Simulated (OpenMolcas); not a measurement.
**HF/ANO-RCC-MB (DKH2) run of C5H12 (isopentane)**

Aim: the vertical electron affinity of C5H12 (isopentane) at HF/ANO-RCC-MB (DKH2), from 2 runs. 

The results are computed with OpenMolcas 26.06.

## Step 1: The system as given

C5H12: 17 atoms, total charge 0, spin state singlet. SMILES: `CCC(C)C`. Geometry: relaxed at GFN2-xTB. This is one conformer, not always the lowest.

Bond lengths: C1–C2 1.524 Å, C2–C3 1.533 Å, C3–C4 1.528 Å, C3–C5 1.527 Å, C1–H6 1.087 Å, C1–H7 1.088 Å, C1–H8 1.088 Å, C2–H9 1.093 Å, C2–H10 1.093 Å, C3–H11 1.096 Å, C4–H12 1.088 Å, C4–H13 1.088 Å, C4–H14 1.088 Å, C5–H15 1.087 Å, C5–H16 1.088 Å, C5–H17 1.088 Å. Some angles: C1–C2–C3 113.6°, C2–C3–C4 109.9°, C2–C3–C5 111.8°, C4–C3–C5 109.8°, C1–C2–H9 109.4°, C1–C2–H10 108.6°, C3–C2–H9 109.1°, C3–C2–H10 108.4°, C2–C1–H6 111.2°, C2–C1–H7 110.2°.

## Step 2: Energy and gradient at HF/ANO-RCC-MB (DKH2)

File job.input:

```
>>> EXPORT MOLCAS_PRINT=2
&GATEWAY
Coord
17
angstrom
C       -0.081870       1.474040      -1.463090
C        0.686410       0.415750      -0.679920
C       -0.215160      -0.539830       0.109520
C        0.617910      -1.682940       0.687130
C       -0.955980       0.179540       1.233980
H       -0.604460       2.154930      -0.796530
H        0.601930       2.059310      -2.074170
H       -0.812440       1.006350      -2.120170
H        1.378170       0.905300       0.009850
H        1.283060      -0.172560      -1.381640
H       -0.954950      -0.963620      -0.579850
H       -0.014510      -2.382990       1.228540
H        1.366650      -1.295210       1.375030
H        1.129300      -2.225990      -0.104720
H       -1.624350       0.940480       0.840150
H       -0.247990       0.655850       1.909420
H       -1.551720      -0.528410       1.806460
Basis
ANO-RCC-MB
Group
NoSym
&SEWARD
&SCF
PrOrbitals
1 1
&ALASKA
```

Command:

```
$ export MOLCAS_MEM=1860
$ pymolcas job.input > job.log
```

The log of the run:

```text
--- Start Module: gateway ---
[...]
--- Stop Module: gateway /rc=_RC_ALL_IS_WELL_ ---
[...]
      Basis functions           37
[...]
--- Start Module: scf ---
[...]
       Convergence after   8 Iterations
[...]
::    Total SCF energy                               -196.1822909996
[...]
      Total spin, S                                     0.0000000000
[...]
      Total electronic charge=   42.000000
      Total            charge=   -0.000000
[...]
      Dipole Moment (debye):
      Origin of the operator (angstrom)=    0.0078   -0.0234   -0.0171
                   X=  9.3857E-03               Y= -3.3893E-02               Z= -5.1323E-02           Total=  6.2217E-02
      Quadrupole Moment (debye*angstrom):
[...]
--- Stop Module: scf /rc=_RC_ALL_IS_WELL_ ---
--- Start Module: alaska ---
[...]
 *              Molecular gradients               *
 **************************************************
  Irreducible representation: a
 ------------------------------------------------------------------------------------------
                              X                       Y                       Z
 ------------------------------------------------------------------------------------------
  C1               -3.61298888488223E-03    4.97335925214371E-03   -5.52372967371761E-03
  C2                8.85227590813464E-03    3.31085423043587E-03   -1.01956404499415E-03
  C3               -5.74331487772584E-03   -3.14630943938643E-03   -1.86501103264064E-03
  C4                5.87820348315726E-03   -6.39412905770964E-03    4.91097676807306E-03
  C5               -2.39552357384465E-03    3.68215643161485E-03    8.69203127098173E-03
  H6                1.77696349520653E-02   -2.24782297538142E-02   -2.14763902567936E-02
  H7               -2.25258257575744E-02   -2.02767705483553E-02    2.10341306671005E-02
  H8                2.45778893340283E-02    1.51796605296253E-02    2.18528046716324E-02
[...]
--- Stop Module: alaska /rc=_RC_ALL_IS_WELL_ ---
[...]
```

Wall time 24 s (1 thread of Arm Neoverse V1, shared host); peak memory 0.41 GiB.

## Step 3: The doublet anion at the same level

File job.inp:

```
* C5H12 Hartree-Fock

&GATEWAY
  Coord
  17
  angstrom
  C       -0.081870       1.474040      -1.463090
  C        0.686410       0.415750      -0.679920
  C       -0.215160      -0.539830       0.109520
  C        0.617910      -1.682940       0.687130
  C       -0.955980       0.179540       1.233980
  H       -0.604460       2.154930      -0.796530
  H        0.601930       2.059310      -2.074170
  H       -0.812440       1.006350      -2.120170
  H        1.378170       0.905300       0.009850
  H        1.283060      -0.172560      -1.381640
  H       -0.954950      -0.963620      -0.579850
  H       -0.014510      -2.382990       1.228540
  H        1.366650      -1.295210       1.375030
  H        1.129300      -2.225990      -0.104720
  H       -1.624350       0.940480       0.840150
  H       -0.247990       0.655850       1.909420
  H       -1.551720      -0.528410       1.806460
  Basis = ANO-RCC-MB
  Group = NoSym

&SEWARD

&SCF
  UHF
  Charge = -1
  Spin = 2
  PrOrbitals = 1 1

&ALASKA
```

Command:

```
$ export MOLCAS_MEM=1860
$ pymolcas job.inp > job.log
```

The log of the run:

```text
--- Start Module: gateway ---
[...]
--- Stop Module: gateway /rc=_RC_ALL_IS_WELL_ ---
[...]
      Basis functions           37
[...]
--- Start Module: scf ---
[...]
       Convergence after  28 Iterations
[...]
::    Total SCF energy                               -195.7560658029
[...]
      Total spin, S                                     0.5061789802
[...]
      Total electronic charge=   43.000000
      Total            charge=   -1.000000
[...]
      Dipole Moment (debye):
      Origin of the operator (angstrom)=    0.0078   -0.0234   -0.0171
                   X= -6.7286E-01               Y=  2.1387E-02               Z=  8.5491E-01           Total=  1.0881E+00
      Center of Charge (angstrom)
[...]
--- Stop Module: scf /rc=_RC_ALL_IS_WELL_ ---
[...]
--- Start Module: alaska ---
[...]
 *              Molecular gradients               *
 **************************************************
  Irreducible representation: a
 ------------------------------------------------------------------------------------------
                              X                       Y                       Z
 ------------------------------------------------------------------------------------------
  C1               -5.27227091137463E-02   -4.63131796818752E-02    2.74268794047527E-02
  C2               -1.28893544017444E-02   -1.26750448434643E-01    9.60594053567691E-02
  C3                1.69223890082165E-02    1.19651931035379E-01   -1.28945965661608E-01
  C4                5.16555108256438E-02    3.22712245637633E-02   -2.10310879756673E-02
  C5               -1.65197183608319E-02    1.18132365149977E-02    2.65341867114568E-02
  H6                1.28942512717960E-02   -2.07831884837524E-02   -2.48910280430352E-02
  H7               -8.37963601243641E-03   -5.39095187803120E-02    5.14782763718600E-02
  H8                2.33566453737726E-02    2.54052718989918E-02    2.38388209566005E-02
[...]
--- Stop Module: alaska /rc=_RC_ALL_IS_WELL_ ---
[...]
```

It took 26 s on 1 thread of Arm Neoverse V1, shared host; peak memory 0.41 GiB.

## Step 4: Outcome

Level: HF/ANO-RCC-MB (DKH2).

| quantity | value |
| --- | --- |
| singlet C5H12: total energy | -196.18229 Eh |
| singlet C5H12: dipole moment | 0.06 D |
| singlet C5H12: HOMO energy | -13.46 eV |
| singlet C5H12: LUMO energy | 12.74 eV |
| singlet C5H12: HOMO–LUMO gap | 26.19 eV |
| singlet C5H12: largest force on an atom | 1.897 eV/Å |
| doublet anion: total energy | -195.75607 Eh |
| doublet anion: HOMO energy (highest over α and β) | 10.18 eV |
| doublet anion: LUMO energy (lowest over α and β) | 19.02 eV |
| doublet anion: ⟨S²⟩ | 0.762 |
| doublet anion: largest force on an atom | 9.087 eV/Å |
| vertical electron affinity (to the doublet anion) | -11.598 eV |

The anion lies 11.60 eV (267 kcal/mol) above the neutral: the electron isn't bound at this level, and such a value depends on the basis. Without diffuse functions anions come out too high. Hartree–Fock misses the correlation that binds many anions. The largest force (singlet C5H12) is 1.90 eV/Å: the shape isn't a stationary point for this species at this level. In a minimal basis such a difference can be off by several eV, whatever the method. Mulliken charges (doublet anion) run from -0.46 on C5 to +0.10 on H15. The HOMO (doublet anion) lies at positive energy, 10.18 eV: the electron is unbound at this level or held by a compact basis; values depend on the basis.
